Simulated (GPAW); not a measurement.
# Al2Cu in GPAW: the effect of target pressure

The system is Al2Cu.

```
Cu Al
1.0
     4.10518    0.00000    0.00000
     0.00000    4.10518    0.00000
     0.00000    0.00000    2.89131
Cu Al
1 2
Direct
  0.00000 0.00000 0.00000
  0.00000 0.50000 0.50000
  0.50000 0.00000 0.50000
```

The cell comes from a database or a generator and needn't be the stable form of this composition.

Alike in all runs:

* Program: GPAW 26.7.0
* Task: relaxation of cell and atoms
* Functional: PBEsol
* Potentials or basis: PAW data sets generated in the run's folder for this functional
* Cutoff: 600 eV
* Basis: pw
* k mesh: 6 × 6 × 8
* Occupations: fermi-dirac, width 0.05 eV
* Spin: no spin polarisation

Each run relaxes the cell or the atoms first.

```tsv
target pressure	target pressure	relaxed volume (Å³/atom)
0 GPa	-	15.96
2 GPa	2 GPa	?
5 GPa	5 GPa	15.22
10 GPa	10 GPa	14.64
20 GPa	20 GPa	13.74
30 GPa	30 GPa	13.07
```

Problem. What does the run with target pressure 2 GPa give?

Solution. Relaxed volume 15.63 Å³/atom.

Worked out: In Murnaghan's law V^(-B') rises as a straight line in P. The other rows fit best with B' = 4.2, V0 = 15.96 Å³/atom and B0 = 96 GPa, which gives 15.64 Å³/atom at 2 GPa, against the run's 15.63.

Caveats: with this Cu data set, volumes or pressures lay over 1.5 % or 2 GPa off other programs in two to four cells of ten; later steps reuse the first step's grids; the volume moved by over 15 % at a fixed basis, so the end points are rough (some runs).
